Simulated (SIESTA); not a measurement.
Crystal: GaN.

```
Ga N
1.0
     0.00000    2.25350    2.25350
     2.25350    0.00000    2.25350
     2.25350    2.25350    0.00000
Ga N
1 1
Direct
  0.00000 0.00000 0.00000
  0.25000 0.25000 0.25000
```

The cell is a database's computed one.

Base run:

- Program: SIESTA 5.4.2
- Functional: vdW-DF-cx
- Potentials or basis: PseudoDojo 0.4 standard (PBE files)
- Basis: DZP (energy shift 0.002 Ry; radii capped at 9.5 bohr)
- Grid cutoff: 800 Ry
- Energy shift: 0.002 Ry
- k mesh: 10 × 10 × 10
- Occupations: fermi-dirac, width 0.05 eV
- Spin: no spin polarisation

Its results: band gap on the k mesh 1.69 eV, direct; pressure 5.3 GPa.

Question: The run is repeated on the same cell with these changes: functional from vdW-DF-cx to BLYP. What comes out?

Answer: Band gap on the k mesh 1.79 eV, direct; pressure 14.3 GPa.

Caveats: semicore shells carry a single zeta, which can move pressures by several GPa and volumes by a few percent; the potentials were made for another functional, which shifts forces and pressure; the basis of atomic orbitals isn't converged, which shifts pressures, moduli and gaps.

Not every run made on this cell is shown here.
